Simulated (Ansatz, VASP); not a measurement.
F in VASP and in Ansatz

```
F
1.0
     0.00000    1.58820    1.58820
     1.58820    0.00000    1.58820
     1.58820    1.58820    0.00000
F
1
Direct
  0.00000 0.00000 0.00000
```

Alike in both runs: functional PBE; k mesh 19 × 19 × 19; occupations fermi-dirac, width 0.08 eV; no spin polarisation.

Ansatz relaxed the structure, and its values are those at the end. VASP's run is a single point on that final structure, the one shown.

```csv
,VASP,Ansatz
version,VASP 6.6.1,Ansatz 0.2.0
potentials or method,"VASP PAW PBE potentials, release 64 (F), cutoff 520 eV","all-electron LAPW, scalar-relativistic"
```

```tsv
	VASP	Ansatz	Ansatz less VASP
pressure (GPa)	22.1	23.0	+0.93
```

Ansatz ran all-electron here, so the differences hold the error of VASP's frozen core and of both bases.

Caveats: so large a pressure means that the cell lies far from this level's equilibrium, or that cutoff or potentials fall short (VASP); an odd number of electrons without spin polarisation forces a metal; a magnetic or distorted state may lie lower.
